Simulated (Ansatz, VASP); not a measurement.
## Cross-check of W (W wire of staggered 6-rings about a central row) between VASP and Ansatz

Aim: how closely do two programs agree when they are given the same cell, functional and k mesh? The structure shown is the start of the Ansatz relaxation below; VASP solves that cell, so the two are compared at the walk's first step.

Main program and level: Ansatz 0.2.0; plane waves, with VASP 6.6.1 beside it; single point at PBE.

### Step 1. The structure

The cell holds 14 atoms: 14 W. Its edges and angles: a = 12.291 Å, b = 12.291 Å, c = 4.722 Å, α = 90.0°, β = 90.0°, γ = 90.0°. Vacuum lies along a and b. The structure's axis is c.

### Step 2. Ansatz: relaxation, PBE

Ansatz runs on its default PAW (the set named soft_2) files.

The two programs are compared at the cell with which this relaxation starts, whose forces are those of its first step.

input.yaml

```yaml
crystal:
  lattice:
    - [12.291, 0.0, 0.0]
    - [0.0, 12.291, 0.0]
    - [0.0, 0.0, 4.7219169116]
  atoms:
    - { symbol: W, position: [0.276625173, 0.499983771, 0.0], spin: 1.6 }
    - { symbol: W, position: [0.388304472, 0.693417991, 0.0], spin: 1.6 }
    - { symbol: W, position: [0.388304472, 0.306549551, 0.0], spin: 1.6 }
    - { symbol: W, position: [0.61166307, 0.693417991, 0.0], spin: 1.6 }
    - { symbol: W, position: [0.61166307, 0.306549551, 0.0], spin: 1.6 }
    - { symbol: W, position: [0.723342369, 0.499983771, 0.0], spin: 1.6 }
    - { symbol: W, position: [0.499983771, 0.499983771, 0.25], spin: 1.6 }
    - { symbol: W, position: [0.306549551, 0.61166307, 0.5], spin: 1.6 }
    - { symbol: W, position: [0.306549551, 0.388304472, 0.5], spin: 1.6 }
    - { symbol: W, position: [0.499983771, 0.723342369, 0.5], spin: 1.6 }
    - { symbol: W, position: [0.499983771, 0.276625173, 0.5], spin: 1.6 }
    - { symbol: W, position: [0.693417991, 0.61166307, 0.5], spin: 1.6 }
    - { symbol: W, position: [0.693417991, 0.388304472, 0.5], spin: 1.6 }
    - { symbol: W, position: [0.499983771, 0.499983771, 0.75], spin: 1.6 }
magnetization:
  spin_polarized: true
kpoints:
  mp_grid: { grid: [1, 1, 17] }
scf:
  occupations: { method: fermi_dirac, width: 0.05 }
hamiltonian:
  xc: pbe
relax:
  cell: { fix: [a, b, alpha, beta, gamma] }
  max_steps: 60
```

Run with:

```bash
$ ansatz run input.yaml --threads 4 --pin off --max-ram 16384MiB --backend cpu --events-out ev --progress --plain --runs-dir out
```

Numbers of over 12 decimals in the logs are rounded to 6 here.

The program printed:

```text
Engine: ansatz 0.2.0, x86_64-unknown-linux-gnu
Pseudopotentials: kind: paw
Pseudopotential: W, paw, valence charge 14, recommended cutoff 420 eV (normal), W.paw.azcp
Functional definition: PBE
  parameter kappa = 0.804
  parameter beta = 0.066725
  exchange = pbe_x(kappa = kappa, mu = beta*pi^2/3)
  correlation = pbe_c(beta = beta)
Crystal: 14 atoms, lattice volume = 713.334 Å³
Basis set: ecut = 420 eV, 13879 PW (Γ), exchange–correlation on 180×180×64 points (8 copies of the dense FFT grid, shifted against one another)
Bands: 132, of which v1, the nominal top of the filled ones, is band 98 counted from 1 (97 counted from 0)
Symmetry: 16 space group operations
Space group: P42/mmc (ITA 131), of the structure as read, at distance tolerance 8.9e-5 Å
Magnetic group: BNS 131.435 (UNI 1095), of the structure as read, at distance tolerance 8.9e-5 Å
k-points: 9 of 17
Non-local potential: W, projectors of the file, l = 0: 3, l = 1: 2, l = 2: 2, l = 3: 1
PAW form: soft (Blöchl's): semilocal exchange-correlation on the pseudo side does not see the compensation charge
PAW one-centre angular grid: W, 590 points (default); XC on 64 Gauss nodes
Initial density: superposition of atomic densities (neutral atoms: chi_scale 0, normalization atom)
Starting moments: Σ|m| = 22.4 μB on 14 of 14 sites
Initial wavefunctions: pseudopotential atomic-orbital guess
Functional: x = pbe(κ = 0.804, μ = 0.219515), c = pbe(β = 0.066725)
SCF iter   1: F=—  HF=-145361.771396 eV  |F-HF|=—  |Δ(HF+E_count)|=         —  Δρ=2.78e-2 (↑2.78e-2 ↓2.70e-2)  dr2=5.41e1  dr2_m=1.98e0  M=11.751 μB ∫|m|=11.751 μB  β_m=0.30  ethr=3.10e-3  ⟨swp⟩=9.1  Hψ=10720  notcnv=0
Mixer restart at iter 1: flushing history
preconditioner: auto → LDOS  [metal: Δε(μ)=0.021 eV  Ē_g=5.285 eV  σ=0.050 eV  W_gap=0.11  n_scr=134 (ndim 8)  ℏωp=12.7 eV  f_vac=0.513  D(μ)=19.29/eV (n_scr^D=134)]
spin=Collinear: LDOS preconditioning applied to the charge; magnetization (m = ρ↑ − ρ↓) channel mixes plain (no charge-response kernel on spin).
SCF iter   2: F=—  HF=-145356.878662 eV  |F-HF|=—  |Δ(HF+E_count)|=    4.89e0  Δρ=1.98e-2 (↑1.98e-2 ↓1.87e-2)  dr2=1.40e1  dr2_m=1.35e0  M=10.276 μB ∫|m|=10.276 μB  β_m=0.48  ethr=3.10e-3  ⟨swp⟩=3.7  Hψ=5193  notcnv=0  defer=225
SCF iter   3: F=—  HF=-145358.297009 eV  |F-HF|=—  |Δ(HF+E_count)|=    1.42e0  Δρ=1.03e-2 (↑1.03e-2 ↓8.75e-3)  dr2=3.40e-1  dr2_m=4.79e-1  M=6.833 μB ∫|m|=6.841 μB  β_m=0.67  ethr=3.10e-3  ⟨swp⟩=3.7  Hψ=4574  notcnv=0  defer=225
SCF iter   4: F=—  HF=-145360.159127 eV  |F-HF|=—  |Δ(HF+E_count)|=    1.86e0  Δρ=4.09e-3 (↑3.53e-3 ↓4.09e-3)  dr2=4.79e-2  dr2_m=8.90e-2  M=3.912 μB ∫|m|=3.932 μB  β_m=0.79  ethr=1.73e-4  ⟨swp⟩=4.6  Hψ=5328  notcnv=0  defer=174
SCF iter   5: F=—  HF=-145360.564019 eV  |F-HF|=—  |Δ(HF+E_count)|=         —  Δρ=2.17e-3 (↑1.94e-3 ↓2.17e-3)  dr2=1.58e-2  dr2_m=2.58e-2  M=1.517 μB ∫|m|=1.606 μB  β_m=0.79  ethr=2.44e-5  ⟨swp⟩=3.0  Hψ=4960  notcnv=0  defer=174
SCF iter   6: F=—  HF=-145360.578118 eV  |F-HF|=—  |Δ(HF+E_count)|=   1.41e-2  Δρ=6.73e-4 (↑5.79e-4 ↓6.73e-4)  dr2=2.87e-3  dr2_m=1.80e-3  M=0.934 μB ∫|m|=1.018 μB  β_m=0.89  ethr=8.05e-6  ⟨swp⟩=2.8  Hψ=4150  notcnv=0  defer=174
SCF iter   7: F=—  HF=-145360.587538 eV  |F-HF|=—  |Δ(HF+E_count)|=   9.42e-3  Δρ=4.32e-4 (↑4.14e-4 ↓4.32e-4)  dr2=2.18e-4  dr2_m=1.13e-3  M=0.630 μB ∫|m|=0.685 μB  β_m=0.95  ethr=1.46e-6  ⟨swp⟩=3.3  Hψ=4603  notcnv=0  defer=174
SCF iter   8: F=—  HF=-145360.591513 eV  |F-HF|=—  |Δ(HF+E_count)|=   3.97e-3  Δρ=1.80e-4 (↑1.57e-4 ↓1.80e-4)  dr2=1.74e-4  dr2_m=1.64e-4  M=0.290 μB ∫|m|=0.324 μB  β_m=0.97  ethr=1.11e-7  ⟨swp⟩=3.2  Hψ=5000  notcnv=0  defer=174
SCF iter   9: F=—  HF=-145360.592710 eV  |F-HF|=—  |Δ(HF+E_count)|=   1.20e-3  Δρ=8.86e-5 (↑8.81e-5 ↓8.86e-5)  dr2=4.80e-5  dr2_m=4.49e-5  M=0.029 μB ∫|m|=0.043 μB  β_m=0.96  ethr=8.87e-8  ⟨swp⟩=3.2  Hψ=4844  notcnv=0  defer=174
[...]
SCF iter   9: F=-145361.688950 eV  HF=-145361.688950 eV  |F-HF|=1.16e-10  |Δ(HF+E_count)|=   1.78e-9  Δρ=1.54e-7 (↑1.50e-7 ↓1.54e-7)  dr2=2.34e-10  dr2_m=1.14e-10  M=-0.000 μB ∫|m|=0.000 μB  ethr=1.00e-12  ⟨swp⟩=1.1  Hψ=7167  notcnv=0
the starting moments were not kept: the SCF closed with an absolute magnetisation of 1.9e-4 μB, where they sum to 22.4 μB in size (14 sites). That is at most 0.1 of that sum. Measured as dr2_m measures the in/out step, that magnetisation stands 5.1e-10 eV from none, at or under the dr2_threshold of 2.4e-8 eV: it is no larger than a step whose dr2_m would equal this threshold.
SCF 14 converged in 9 iterations: F = -145361.688950 eV  dr2 = 2.34e-10
relax step  14: F+E_penalty+E_count = -145361.68895009 eV  Δ(F+E_penalty+E_count) = -2.709e-4 eV  max|allowed force component| = 2.388e-3 eV/Å  Δτ_max = 0.0041 Å  P = -0.047 GPa  Ω = 750.962 Å³  energy of the carried Pulay correction = -4.516e-3 eV  fix = [a, b, alpha, beta, gamma]  reactions: a -0.071, b -0.071 GPa  (9 SCF iters, dr2 threshold 2.38e-8 eV, accepted)
Basis set: ecut = 420 eV, 14665 PW (Γ), exchange–correlation on 180×180×72 points (8 copies of the dense FFT grid, shifted against one another)
Initial wavefunctions: pseudopotential atomic-orbital guess (no wavefunctions were taken with the density)
[...]
SCF iter   6: F=—  HF=-145361.693734 eV  |F-HF|=—  |Δ(HF+E_count)|=   1.57e-5  Δρ=2.20e-7 (↑2.20e-7 ↓2.20e-7)  dr2=2.31e-9  dr2_m=4.81e-12  M=-0.000 μB ∫|m|=0.000 μB  β_m=0.77  ethr=3.69e-12  ⟨swp⟩=5.8  Hψ=6026  notcnv=0
SCF iter   7: F=—  HF=-145361.693734 eV  |F-HF|=—  |Δ(HF+E_count)|=   3.93e-8  Δρ=1.04e-7 (↑1.04e-7 ↓1.04e-7)  dr2=6.62e-10  dr2_m=2.68e-12  M=-0.000 μB ∫|m|=0.000 μB  β_m=0.89  ethr=1.18e-12  ⟨swp⟩=3.4  Hψ=3745  notcnv=0
SCF iter   8: F=-145361.693734 eV  HF=-145361.693734 eV  |F-HF|=4.66e-10  |Δ(HF+E_count)|=   1.07e-8  Δρ=2.94e-8 (↑2.65e-8 ↓2.94e-8)  dr2=6.85e-11  dr2_m=3.96e-13  M=-0.000 μB ∫|m|=0.000 μB  ethr=1.00e-12  ⟨swp⟩=3.6  Hψ=8399  notcnv=0
the starting moments were not kept: the SCF closed with an absolute magnetisation of 1.1e-5 μB, where they sum to 22.4 μB in size (14 sites). That is at most 0.1 of that sum. Measured as dr2_m measures the in/out step, that magnetisation stands 1.8e-12 eV from none, at or under the dr2_threshold of 1.4e-10 eV: it is no larger than a step whose dr2_m would equal this threshold.
SCF 15 converged in 8 iterations: F = -145361.693734 eV  dr2 = 6.85e-11
relax step  15: F+E_penalty+E_count = -145361.69373446 eV  Δ(F+E_penalty+E_count) = -4.784e-3 eV  max|allowed force component| = 2.560e-3 eV/Å  Δτ_max = 0.0000 Å  P = -0.047 GPa  Ω = 750.962 Å³  fix = [a, b, alpha, beta, gamma]  reactions: a -0.071, b -0.071 GPa  stress off target by 3.02e-4 GPa on what of the cell is left free  SCF on the basis re-selected at this cell (its energy is not comparable with the rows above)  (8 SCF iters)
basis re-selected at this cell: Δ(F+E_penalty+E_count) = -4.784e-3 eV, ΔP = -0.000 GPa vs the last step (what re-selecting the basis moved, of the pressure what is left beyond the Pulay correction that the steps carried, after the strain that the cell walked since its last selection, with what the two solves' SCF thresholds leave and, on support functions, any second-order correction that the steps lacked; it is no measure of the basis error at this ecutwfc). The dense FFT grid was sized anew with the basis: this SCF ran on 90×90×36 points, the steps before it on 90×90×32, so part of this shift can come from that change (see relax.cell in the input reference). [rest of the remark cut]
SCF converged after 8 iterations
Magnetization: -0.0000 μB (98.0000 up, 98.0000 down)
Absolute magnetization: 0.0000 μB (∫|ρ↑−ρ↓|, with the PAW one-centre terms)
Spin contamination: 0.0000 ħ² per cell (⟨S²⟩ above its minimum at these occupations)
Per-site moments (μB) at R_I (Å): [(-7.747533649938078e-7, 1.064140), (3.296962096002407e-7, 1.057920), (3.296962099209037e-7, 1.057920), (3.296962097823156e-7, 1.057920), (3.2969620976740985e-7, 1.057920), (-7.747533650288435e-7, 1.064140), (-9.571784565375209e-8, 1.025268), (3.2969620965764586e-7, 1.057920), (3.296962097252199e-7, 1.057920), (-7.747533650969132e-7, 1.064140), (-7.747533650445327e-7, 1.064140), (3.2969620973318034e-7, 1.057920), (3.2969620957148874e-7, 1.057920), (-9.571784556247573e-8, 1.025268)]
Free energy (F): -145361.693734 eV
Harris-Foulkes:  -145361.693734 eV  (|F-HF|=4.66e-10)
Internal energy: -145361.556742 eV  (E = F + TS)
E sigma→0 (E₀):  -145361.625238 eV
Entropy (-TS):   -0.136993 eV (-9.785 meV/atom)
Fermi energy:    3.869402 eV
--- Per-component energies (eV) ---
  E_band       = -4776.027604
  E_kinetic    = 6271.321909
  E_local      = -80973.885950  (includes V_loc(G=0)·N_el)
  E_nonlocal   = 34.531144
  E_hartree    = 37475.951779
  E_xc         = -3710.579465
  E_vxc        = -3307.794420  (∫ρ·V_xc dr)
  E_paw        = -119878.610898  (= ΣΔE_a)
  E_vpaw       = -1752.101529  (= ΣTr[D̂ρ^β])
  E_aug_tail   = -0.000837  (compensation charges beyond the density's cutoff)
  E_ewald      = 15419.715578
  E_smearing   = -0.136993  (= −TS)
  E_closure    = -0.000000  (closes the sum)
  Σ components = -145361.693734   (vs F -145361.693734, Δ=0.00e0)
--- Forces (eV/Å), atoms counted from 1 ---
  atom   1  W     -0.00178307     0.00000000     0.00000000
  atom   2  W      0.00183924    -0.00255995     0.00000000
  atom   3  W      0.00183924     0.00255995     0.00000000
  atom   4  W     -0.00183924    -0.00255995     0.00000000
  atom   5  W     -0.00183924     0.00255995     0.00000000
  atom   6  W      0.00178307     0.00000000     0.00000000
  atom   7  W      0.00000000     0.00000000    -0.00000000
  atom   8  W      0.00255995    -0.00183924     0.00000000
  atom   9  W      0.00255995     0.00183924     0.00000000
  atom  10  W      0.00000000     0.00178307     0.00000000
  atom  11  W      0.00000000    -0.00178307     0.00000000
  atom  12  W     -0.00255995    -0.00183924     0.00000000
  atom  13  W     -0.00255995     0.00183924     0.00000000
  atom  14  W      0.00000000     0.00000000     0.00000000
  max |Σ_I F_I| component: 2.60e-18 eV/Å
--- Stress (GPa, compression-positive) ---
       -0.070826       0.000000       0.000000
        0.000000      -0.070826       0.000000
        0.000000       0.000000       0.000302
  P = ⅓ Tr σ = -0.0471 GPa (-0.471 kbar)
--- Relaxed structure (14 steps of the walk, 10 accepted, 1 SCFs on fresh bases) ---
  F+E_penalty+E_count = -145361.69373446 eV   max|allowed force component| = 2.560e-3 eV/Å   (the final SCF, on the basis selected at the relaxed cell)
  cell:  # Å, volume = 750.9617 Å³
    - [12.291, 0.0, 0.0]
    - [0.0, 12.291, 0.0]
    - [0.0, 0.0, 4.970995]
  atoms:
    - { symbol: W, position: [0.284097, 0.499983771, 0] }
    - { symbol: W, position: [0.395653, 0.677771, 0] }
    - { symbol: W, position: [0.395653, 0.322197, 0] }
    - { symbol: W, position: [0.604314, 0.677771, 0] }
    - { symbol: W, position: [0.604314, 0.322197, 0] }
    - { symbol: W, position: [0.715870, 0.499983771, 0] }
    - { symbol: W, position: [0.499983771, 0.499983771, 0.250000] }
    - { symbol: W, position: [0.322197, 0.604314, 0.500000] }
    - { symbol: W, position: [0.322197, 0.395653, 0.500000] }
    - { symbol: W, position: [0.499983771, 0.715870, 0.500000] }
    - { symbol: W, position: [0.499983771, 0.284097, 0.500000] }
    - { symbol: W, position: [0.677771, 0.604314, 0.500000] }
    - { symbol: W, position: [0.677771, 0.395653, 0.500000] }
    - { symbol: W, position: [0.499983771, 0.499983771, 0.750000] }
```

Reading the cycles: dr2 is the Hartree energy of the density residual (eV), the measure of convergence; HF is the Harris–Foulkes estimate of the energy, which meets the free energy F at convergence.

(Part 1 of 2 ends here.)

[Lines on the potential files, build, host, timing and source positions are cut from VASP's logs without a mark.]

[Logs are printed without paths, hosts, clocks, repeated set-up lines and the standing remarks that a program may print on its own settings, such as how far it seeks lower states.]

[Hosts, paths, dates, database ids (printed as entryN), source tags and the programs' standing remarks are cut or masked in the printed files.]
